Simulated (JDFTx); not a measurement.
# Ir (Fm-3m) in JDFTx: notebook

One crystal, Ir, is run at these levels: PBE; tasks: relaxation of cell and atoms.

All numbers are computed with JDFTx 1.7.0 (patched build); they aren't measurements. Logs are shortened: lines on timing, memory, paths and dates and some standing lists are left out, and cuts for length are marked. The log counts tension as positive stress, the text compression.

**1. The structure**

The structure is cubic, space group Fm-3m (No. 225). The conventional cell has a = 3.831 Å, b = 3.831 Å, c = 3.831 Å, α = 90.00°, β = 90.00°, γ = 90.00°. Around Ir (site symmetry m-3m) lie 12 Ir at 2.71 Å.

**2. Relaxation of cell and atoms, PBE**

File Ir.in:

```
lattice \
    0.0000000000     1.9156000000     1.9156000000 \
    1.9156000000     0.0000000000     1.9156000000 \
    1.9156000000     1.9156000000     0.0000000000
latt-scale 1.889726124626 1.889726124626 1.889726124626
coords-type Lattice
ion Ir     0.0000000000     0.0000000000     0.0000000000 1

ion-species pseudo/Ir.upf
elec-cutoff 40
elec-ex-corr gga-PBE
kpoint-folding 12 12 12
elec-smearing Fermi 0.0018374661
elec-n-bands 14
electronic-SCF nIterations 100 energyDiffThreshold 1e-09
electronic-minimize nIterations 30 energyDiffThreshold 1e-7
forces-output-coords Cartesian
lattice-minimize nIterations 40 energyDiffThreshold 1e-6

dump-name run.$VAR
dump End Ecomponents EigStats BandEigs Kpoints Forces Stress ElecDensity KEdensity
```

Potentials or basis: SG15-PBE-1.2 with smoothed tails.

Started as:

```console
$ jdftx -c 1 -i Ir.in -o Ir.out
```

Output:

```text
*************** JDFTx 1.7.0 (patched build) ***************

Input parsed successfully to the following command list (including defaults):
[... the input with its defaults ...]

---------- Setting up symmetries ----------

Found 48 point-group symmetries of the bravais lattice
Found 48 space-group symmetries with basis
Applied RMS atom displacement 0 bohrs to make symmetries exact.

---------- Initializing the Grid ----------
R =
[            0      3.61996      3.61996  ]
[      3.61996            0      3.61996  ]
[      3.61996      3.61996            0  ]
unit cell volume = 94.8727
G =
[  -0.867853   0.867853   0.867853  ]
[   0.867853  -0.867853   0.867853  ]
[   0.867853   0.867853  -0.867853  ]
Minimum fftbox size, Smin = [  32  32  32  ]
Chosen fftbox size, S = [  32  32  32  ]

---------- Exchange Correlation functional ----------
Initalized PBE GGA exchange.
Initalized PBE GGA correlation.

---------- Setting up pseudopotentials ----------
Width of ionic core gaussian charges (only for fluid interactions / plotting) set to 0

Reading pseudopotential file 'pseudo/Ir.upf':
  'Ir' pseudopotential, 'PBE' functional
  Generated using ONCVPSP code by D. R. Hamann
  17 valence electrons, 0 orbitals, 8 projectors, 602 radial grid points, with lMax = 3
  Core radius for overlap checks: 2.55 bohrs.

Initialized 1 species with 1 total atoms.

Folded 1 k-points by 12x12x12 to 1728 k-points.

---------- Setting up k-points, bands, fillings ----------
Reduced to 72 k-points under symmetry.
Computing the number of bands and number of electrons
Calculating initial fillings.
nElectrons:  17.000000   nBands: 14   nStates: 72

----- Setting up reduced wavefunction bases (one per k-point) -----
average nbasis = 1146.659 , ideal nbasis = 1146.371

---------- Setting up ewald sum ----------
Optimum gaussian width for ewald sums = 1.845466 bohr.
Real space sum over 2197 unit cells with max indices [  6  6  6  ]
Reciprocal space sum over 2197 terms with max indices [  6  6  6  ]

---------- Allocating electronic variables ----------
Initializing wave functions:  (No orbitals for LCAO)  bandwidth-limited random numbers

--------- Lattice Minimization ---------

Setting the auxilliary hamiltonian equal to the subspace hamiltonian.

-------- Electronic minimization -----------
Will mix electronic density at each iteration.
	FillingsUpdate:  mu: +1.692294107  nElectrons: 17.000000
	FillingsUpdate:  mu: -0.527000044  nElectrons: 17.000000
SCF: Cycle:  0   F: -100.233806613537325   dF: -2.243e+01   |Residual|: 3.715e+00   |deigs|: 2.070e+00
	FillingsUpdate:  mu: +0.249413915  nElectrons: 17.000000
SCF: Cycle:  1   F: -102.037863060436521   dF: -1.804e+00   |Residual|: 2.163e+00   |deigs|: 9.427e-01
	FillingsUpdate:  mu: +1.322098975  nElectrons: 17.000000
SCF: Cycle:  2   F: -103.488551680700084   dF: -1.451e+00   |Residual|: 1.881e+00   |deigs|: 1.236e+00
	FillingsUpdate:  mu: +0.894150348  nElectrons: 17.000000
SCF: Cycle:  3   F: -106.204276105720766   dF: -2.716e+00   |Residual|: 2.372e-01   |deigs|: 5.902e-01
	FillingsUpdate:  mu: +0.896599096  nElectrons: 17.000000
SCF: Cycle:  4   F: -106.201830623401150   dF: +2.445e-03   |Residual|: 3.298e-01   |deigs|: 9.152e-03
	FillingsUpdate:  mu: +0.956862477  nElectrons: 17.000000
SCF: Cycle:  5   F: -106.243340696166598   dF: -4.151e-02   |Residual|: 6.053e-02   |deigs|: 5.730e-02
	FillingsUpdate:  mu: +0.936854861  nElectrons: 17.000000
[... 51 lines left out ...]
# Energy components:
   Eewald =      -91.5082882196129930
       EH =       14.9766519183002540
     Eloc =      -63.1636819677178138
      Enl =       11.8511436152672047
      Exc =      -10.5611856930135293
       KE =       32.1620678055879807
-------------------------------------
     Etot =     -106.2432925411889073
       TS =        0.0001733247079567
-------------------------------------
        F =     -106.2434658658968658

LatticeMinimize: Iter:   0  F: -106.243465865896866  |grad|_K:  1.291e-02

-------- Electronic minimization -----------
Will mix electronic density at each iteration.
	FillingsUpdate:  mu: +0.955076655  nElectrons: 17.000000
	FillingsUpdate:  mu: +0.945518192  nElectrons: 17.000000
SCF: Cycle:  0   F: -106.243366312052729   dF: -8.797e-05   |Residual|: 1.774e-02   |deigs|: 7.870e-05
	FillingsUpdate:  mu: +0.948745385  nElectrons: 17.000000
SCF: Cycle:  1   F: -106.243606496632097   dF: -2.402e-04   |Residual|: 4.850e-03   |deigs|: 3.917e-03
	FillingsUpdate:  mu: +0.949340347  nElectrons: 17.000000
SCF: Cycle:  2   F: -106.243616812806977   dF: -1.032e-05   |Residual|: 1.149e-03   |deigs|: 8.685e-04
	FillingsUpdate:  mu: +0.949189128  nElectrons: 17.000000
SCF: Cycle:  3   F: -106.243617188747848   dF: -3.759e-07   |Residual|: 1.933e-04   |deigs|: 1.200e-04
	FillingsUpdate:  mu: +0.949197117  nElectrons: 17.000000
SCF: Cycle:  4   F: -106.243617230953319   dF: -4.221e-08   |Residual|: 5.561e-05   |deigs|: 1.709e-05
	FillingsUpdate:  mu: +0.949189567  nElectrons: 17.000000
SCF: Cycle:  5   F: -106.243617233343429   dF: -2.390e-09   |Residual|: 9.763e-05   |deigs|: 1.399e-05
	FillingsUpdate:  mu: +0.949193991  nElectrons: 17.000000
[... 31 lines left out ...]
# Energy components:
   Eewald =      -91.3589935095424153
       EH =       15.0396176118810967
     Eloc =      -63.3693122570363130
      Enl =       11.8495029093318216
      Exc =      -10.5578383319661366
       KE =       32.1535811967482488
-------------------------------------
     Etot =     -106.2434423805836872
       TS =        0.0001748568212547
-------------------------------------
        F =     -106.2436172374049477

LatticeMinimize: Iter:   1  F: -106.243617237404948  |grad|_K:  1.056e-02  alpha:  1.000e+00  linmin: -1.000e+00

-------- Electronic minimization -----------
Will mix electronic density at each iteration.
	FillingsUpdate:  mu: +0.949194068  nElectrons: 17.000000
	FillingsUpdate:  mu: +0.908312499  nElectrons: 17.000000
SCF: Cycle:  0   F: -106.239214606901982   dF: -1.436e-03   |Residual|: 7.609e-02   |deigs|: 4.484e-04
	FillingsUpdate:  mu: +0.922521394  nElectrons: 17.000000
SCF: Cycle:  1   F: -106.243769984725873   dF: -4.555e-03   |Residual|: 1.980e-02   |deigs|: 1.703e-02
	FillingsUpdate:  mu: +0.924989354  nElectrons: 17.000000
SCF: Cycle:  2   F: -106.243928555656069   dF: -1.586e-04   |Residual|: 5.258e-03   |deigs|: 3.564e-03
	FillingsUpdate:  mu: +0.924328019  nElectrons: 17.000000
SCF: Cycle:  3   F: -106.243932323550425   dF: -3.768e-06   |Residual|: 4.437e-04   |deigs|: 4.870e-04
	FillingsUpdate:  mu: +0.924402632  nElectrons: 17.000000
SCF: Cycle:  4   F: -106.243932490692927   dF: -1.671e-07   |Residual|: 2.150e-04   |deigs|: 1.151e-04
	FillingsUpdate:  mu: +0.924389131  nElectrons: 17.000000
SCF: Cycle:  5   F: -106.243932526071944   dF: -3.538e-08   |Residual|: 1.404e-04   |deigs|: 1.972e-05
	FillingsUpdate:  mu: +0.924375240  nElectrons: 17.000000
[... 33 lines left out ...]
# Energy components:
   Eewald =      -90.7236861451273171
       EH =       15.3094329775718769
     Eloc =      -64.2461770550067115
      Enl =       11.8422680246663852
      Exc =      -10.5437501048911493
       KE =       32.1181612846985018
-------------------------------------
     Etot =     -106.2437510180884175
       TS =        0.0001815199004801
-------------------------------------
        F =     -106.2439325379888970

LatticeMinimize: Iter:   2  F: -106.243932537988897  |grad|_K:  9.723e-04  alpha:  1.000e+00  linmin: -1.000e+00

-------- Electronic minimization -----------
Will mix electronic density at each iteration.
	FillingsUpdate:  mu: +0.924371549  nElectrons: 17.000000
	FillingsUpdate:  mu: +0.920624307  nElectrons: 17.000000
SCF: Cycle:  0   F: -106.243894123440640   dF: -1.204e-05   |Residual|: 7.069e-03   |deigs|: 3.860e-06
	FillingsUpdate:  mu: +0.921929578  nElectrons: 17.000000
SCF: Cycle:  1   F: -106.243933465803323   dF: -3.934e-05   |Residual|: 1.966e-03   |deigs|: 1.580e-03
	FillingsUpdate:  mu: +0.922155744  nElectrons: 17.000000
SCF: Cycle:  2   F: -106.243935236856800   dF: -1.771e-06   |Residual|: 4.330e-04   |deigs|: 3.351e-04
	FillingsUpdate:  mu: +0.922100201  nElectrons: 17.000000
SCF: Cycle:  3   F: -106.243935293420250   dF: -5.656e-08   |Residual|: 1.091e-04   |deigs|: 4.483e-05
	FillingsUpdate:  mu: +0.922098035  nElectrons: 17.000000
SCF: Cycle:  4   F: -106.243935300274956   dF: -6.855e-09   |Residual|: 2.095e-05   |deigs|: 4.632e-06
	FillingsUpdate:  mu: +0.922096837  nElectrons: 17.000000
SCF: Cycle:  5   F: -106.243935301178837   dF: -9.039e-10   |Residual|: 2.309e-05   |deigs|: 2.265e-06
	FillingsUpdate:  mu: +0.922096060  nElectrons: 17.000000
[... 27 lines left out ...]
# Energy components:
   Eewald =      -90.6650415816211819
       EH =       15.3345623194881071
     Eloc =      -64.3274450604147034
      Enl =       11.8416216808541108
      Exc =      -10.5424724117710635
       KE =       32.1150218998816044
-------------------------------------
     Etot =     -106.2437531535831283
       TS =        0.0001821478716008
-------------------------------------
        F =     -106.2439353014547265

LatticeMinimize: Iter:   3  F: -106.243935301454727  |grad|_K:  1.129e-04  alpha:  1.000e+00  linmin: -1.000e+00

-------- Electronic minimization -----------
Will mix electronic density at each iteration.
	FillingsUpdate:  mu: +0.922096060  nElectrons: 17.000000
	FillingsUpdate:  mu: +0.921668307  nElectrons: 17.000000
SCF: Cycle:  0   F: -106.243934747087621   dF: -1.022e-07   |Residual|: 8.097e-04   |deigs|: 4.878e-08
	FillingsUpdate:  mu: +0.921820364  nElectrons: 17.000000
SCF: Cycle:  1   F: -106.243935314317000   dF: -5.672e-07   |Residual|: 2.271e-04   |deigs|: 1.830e-04
	FillingsUpdate:  mu: +0.921844437  nElectrons: 17.000000
SCF: Cycle:  2   F: -106.243935337214893   dF: -2.290e-08   |Residual|: 6.923e-05   |deigs|: 3.631e-05
	FillingsUpdate:  mu: +0.921836557  nElectrons: 17.000000
SCF: Cycle:  3   F: -106.243935338275179   dF: -1.060e-09   |Residual|: 1.121e-05   |deigs|: 5.778e-06
	FillingsUpdate:  mu: +0.921836054  nElectrons: 17.000000
SCF: Cycle:  4   F: -106.243935338393072   dF: -1.179e-10   |Residual|: 2.670e-06   |deigs|: 5.144e-07
	FillingsUpdate:  mu: +0.921836058  nElectrons: 17.000000
SCF: Cycle:  5   F: -106.243935338410822   dF: -1.775e-11   |Residual|: 1.064e-06   |deigs|: 2.612e-07
SCF: Converged (|Delta E|<1.000000e-09 for 2 iters).
[... 25 lines left out ...]
# Energy components:
   Eewald =      -90.6583312354020308
       EH =       15.3374267985293926
     Eloc =      -64.3367092516068624
      Enl =       11.8415348992440954
      Exc =      -10.5423249013510514
       KE =       32.1146505720508770
-------------------------------------
     Etot =     -106.2437531185355652
       TS =        0.0001822198752568
-------------------------------------
        F =     -106.2439353384108216

LatticeMinimize: Iter:   4  F: -106.243935338410822  |grad|_K:  1.585e-05  alpha:  1.000e+00  linmin: -1.000e+00

-------- Electronic minimization -----------
Will mix electronic density at each iteration.
	FillingsUpdate:  mu: +0.921836058  nElectrons: 17.000000
	FillingsUpdate:  mu: +0.921777440  nElectrons: 17.000000
SCF: Cycle:  0   F: -106.243935332236347   dF: -6.177e-09   |Residual|: 6.919e-05   |deigs|: 1.149e-09
	FillingsUpdate:  mu: +0.921790454  nElectrons: 17.000000
SCF: Cycle:  1   F: -106.243935336637946   dF: -4.402e-09   |Residual|: 5.624e-05   |deigs|: 1.567e-05
	FillingsUpdate:  mu: +0.921818560  nElectrons: 17.000000
SCF: Cycle:  2   F: -106.243935333516802   dF: +3.121e-09   |Residual|: 7.666e-05   |deigs|: 3.530e-05
	FillingsUpdate:  mu: +0.921794048  nElectrons: 17.000000
SCF: Cycle:  3   F: -106.243935338288139   dF: -4.771e-09   |Residual|: 2.956e-05   |deigs|: 3.006e-05
	FillingsUpdate:  mu: +0.921799633  nElectrons: 17.000000
SCF: Cycle:  4   F: -106.243935338977934   dF: -6.898e-10   |Residual|: 5.431e-06   |deigs|: 7.268e-06
	FillingsUpdate:  mu: +0.921799982  nElectrons: 17.000000
SCF: Cycle:  5   F: -106.243935339002491   dF: -2.456e-11   |Residual|: 2.123e-06   |deigs|: 5.855e-07
SCF: Converged (|Delta E|<1.000000e-09 for 2 iters).
[... 25 lines left out ...]
# Energy components:
   Eewald =      -90.6574155339369838
       EH =       15.3378328542557458
     Eloc =      -64.3380064708372288
      Enl =       11.8415275736611001
      Exc =      -10.5423071326597988
       KE =       32.1146155999879781
-------------------------------------
     Etot =     -106.2437531095291661
       TS =        0.0001822294733189
-------------------------------------
        F =     -106.2439353390024905

LatticeMinimize: Iter:   5  F: -106.243935339002491  |grad|_K:  2.270e-06  alpha:  1.000e+00  linmin:  1.000e+00
LatticeMinimize: Converged (|Delta F|<1.000000e-06 for 2 iters).

Dumping 'run.eigStats' ...
	eMin: -2.495935 at state 0 ( [ +0.000000 +0.000000 +0.000000 ] spin 0 )
	HOMO: +0.921248 at state 38 ( [ +0.000000 +0.333333 -0.333333 ] spin 0 )
	mu  : +0.921800
	LUMO: +0.921848 at state 15 ( [ +0.000000 +0.083333 -0.250000 ] spin 0 )
	eMax: +1.822480 at state 71 ( [ +0.250000 +0.500000 -0.250000 ] spin 0 )
	HOMO-LUMO gap: +0.000600
	Optical gap  : +0.028173 at state 34 ( [ +0.000000 +0.333333 +0.333333 ] spin 0 )
Done!
```

It took 61 s on 1 thread of AMD EPYC 9R45 (Zen 5), shared host; peak memory 0.1 GiB.

What came out:

```
Free energy                            : -2891.0448 eV
Relaxed volume                         : 14.46 Å³/atom
Relaxed cell                           : a = 2.734 Å, b = 2.734 Å, c = 2.734 Å, α = 60.00°, β = 60.00°, γ = 60.00°
Space group after relaxing (to 0.05 Å) : Fm-3m (No. 225)
Energy gained by relaxing              : 12.8 meV/atom
Ionic steps                            : 6
Pressure after relaxing                : 0.0 GPa
Band gap on the k mesh                 : none (metal or under the smearing width)
```

The path:
```tsv
step	energy change (eV)	largest force (eV/Å)	pressure (GPa)	volume (Å³)
1	0.0000	0.0000	10.54	14.06
2	-0.0041	0.0000	8.58	14.13
3	-0.0127	0.0000	0.77	14.43
4	-0.0128	0.0000	0.09	14.45
5	-0.0128	0.0000	0.01	14.46
6	-0.0128	0.0000	0.00	14.46
```

Final structure:
```cif
data_structure
_symmetry_space_group_name_H-M 'P 1'
_symmetry_Int_Tables_number 1
_cell_length_a 2.7345
_cell_length_b 2.7345
_cell_length_c 2.7345
_cell_angle_alpha 60.000
_cell_angle_beta 60.000
_cell_angle_gamma 60.000
_cell_volume 14.46
loop_
_atom_site_label
_atom_site_type_symbol
_atom_site_fract_x
_atom_site_fract_y
_atom_site_fract_z
_atom_site_occupancy
Ir1 Ir 0.00000 0.00000 0.00000 1
```

**3. Relaxation of cell and atoms, PBE**

Edit Ir.in of step 2 so:

```diff
@@ -20,2 +20,2 @@
 dump-name run.$VAR
-dump End Ecomponents EigStats BandEigs Kpoints Forces Stress ElecDensity KEdensity
+dump End Ecomponents EigStats BandEigs Kpoints Forces Stress
```

Potentials or basis: SPMS-PBE-1.0 with smoothed tails.

Started as:

```console
$ jdftx -c 1 -i Ir.in -o Ir.out
```

Run time: 37 s. Hardware: 1 thread of AMD EPYC 9R45 (Zen 5), shared host; peak memory 0.1 GiB.

The run converged. Its results:

| Quantity | Value |
| --- | --- |
| Free energy | -2867.0555 eV |
| Relaxed volume | 14.46 Å³/atom |
| Relaxed cell | a = 2.735 Å, b = 2.735 Å, c = 2.735 Å, α = 60.00°, β = 60.00°, γ = 60.00° |
| Space group after relaxing (to 0.05 Å) | Fm-3m (No. 225) |
| Energy gained by relaxing | 12.8 meV/atom |
| Ionic steps | 6 |
| Pressure after relaxing | 0.0 GPa |
| Band gap on the k mesh | none (metal or under the smearing width) |

Step by step:
| step | energy change (eV) | largest force (eV/Å) | pressure (GPa) | volume (Å³) |
| --- | --- | --- | --- | --- |
| 1 | 0.0000 | 0.0000 | 10.55 | 14.06 |
| 2 | -0.0041 | 0.0000 | 8.60 | 14.13 |
| 3 | -0.0127 | 0.0000 | 0.72 | 14.43 |
| 4 | -0.0128 | 0.0000 | 0.08 | 14.46 |
| 5 | -0.0128 | 0.0000 | 0.01 | 14.46 |
| 6 | -0.0128 | 0.0000 | 0.00 | 14.46 |

Final structure:
```
Ir
1.0
     0.00000    1.93362    1.93362
     1.93362    0.00000    1.93362
     1.93362    1.93362    0.00000
Ir
1
Direct
  0.00000 0.00000 0.00000
```

Levels at points of the mesh, in eV from the Fermi level:
```tsv
k point	band 5	band 6	band 7	band 8	band 9	band 10
(0.00, 0.00, 0.00)	-10.92	-3.78	-3.78	-3.78	-1.18	-1.18
(0.00, 0.00, 0.50)	-7.90	-3.88	-3.88	-0.74	0.84	0.84
(0.00, 0.50, 0.50)	-7.69	-7.13	0.81	1.40	1.40	1.65
```
